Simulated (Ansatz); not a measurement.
A run of Ansatz 0.2.0:

File input.yaml:

```yaml
crystal:
  lattice:
    - [0.0, 2.024805, 2.024805]
    - [2.024805, 0.0, 2.024805]
    - [2.024805, 2.024805, 0.0]
  atoms:
    - { symbol: Al, position: [0.0, 0.0, 0.0] }
hamiltonian:
  xc: rpbe
  pseudopotentials: { kind: paw }
  dispersion: d3bj
kpoints:
  mp_grid: { grid: [11, 11, 11] }
scf:
  occupations: { method: fermi_dirac, width: 0.05 }
output:
  forces: true
  stress: true
relax:
  f_tol: 0.01
  max_steps: 40
  cell: { stress_tol: 0.05 }
```

Potentials or basis: Ansatz PAW.

Launch:

```sh
$ ansatz run input.yaml --threads 2 --pin off --max-ram 5120MiB --backend cpu --events-out ev --progress --plain --runs-dir out
```

Hardware: 2 threads of Intel(R) Xeon(R) Platinum 8259CL CPU @ 2.50GHz (Skylake/Cascade Lake) (shared host).

Task: How long does it take, and how much memory?

Result: Run time: 2.1 s on 2 threads of Intel(R) Xeon(R) Platinum 8259CL CPU @ 2.50GHz (Skylake/Cascade Lake), with other jobs on the host, peak memory 0.33 GiB. Counts: scf iterations 32, plane waves 259, k points 56, bands 6, ion steps 8.
